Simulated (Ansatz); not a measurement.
Input and command of a plane-wave DFT calculation in Ansatz:

```yaml
crystal:
  lattice:
    - [2.8373, 0.0, 0.0]
    - [0.0, 2.8373, 0.0]
    - [0.0, 0.0, 4.0591]
  atoms:
    - { symbol: Ti, position: [0.0, 0.0, -0.0246360031] }
    - { symbol: Al, position: [0.5, 0.5, 0.5] }
basis:
  ecutwfc: 420
kpoints:
  mp_grid: { grid: [16, 16, 12] }
hamiltonian:
  xc: pbe
scf:
  occupations: { method: gaussian, width: 0.15 }
output:
  forces: true
  stress: true
  eigenvalues: true
```

```bash
ansatz run input.yaml --threads 1 --pin off --max-ram 2560MiB --backend cpu --events-out ev --progress --plain --runs-dir out
```

Processor: Intel(R) Xeon(R) Platinum 8259CL CPU @ 2.50GHz (Skylake/Cascade Lake), 1 thread, on a host shared with other jobs.

Question: How long does it run, and how much memory does it take?

Answer: About 11 s on 1 thread of Intel(R) Xeon(R) Platinum 8259CL CPU @ 2.50GHz (Skylake/Cascade Lake), with other jobs on the host, peak memory 0.49 GiB. It solves 12 bands at 315 k points (the mesh reduced by symmetry) with about 657 plane waves, in 7 SCF iterations.
